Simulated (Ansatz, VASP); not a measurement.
# One calculation of Sb, two programs

```
Sb
1.0
     3.12808    0.00000    0.00000
     0.00000    3.12808    0.00000
     0.00000    0.00000    3.12808
Sb
1
Direct
  0.00000 0.00000 0.00000
```

Change from the starting cell: volume scaled by 0.97.

Alike in both runs: task single point; functional PBE; k mesh 13 × 13 × 13; occupations fermi-dirac, width 0.05 eV; no spin polarisation.

|  | VASP | Ansatz |
| --- | --- | --- |
| version | VASP 6.6.1 | Ansatz 0.2.0 |
| potentials or method | VASP PAW PBE potentials, release 64 (Sb), cutoff 520 eV | all-electron LAPW, scalar-relativistic |

```tsv
	VASP	Ansatz	Ansatz less VASP
pressure (GPa)	-1.1	-1.1	+0.04
```

Ansatz ran all-electron here, so the differences hold the error of VASP's frozen core and of both bases.

Spin-orbit coupling is left out, which matters for the levels of Sb.
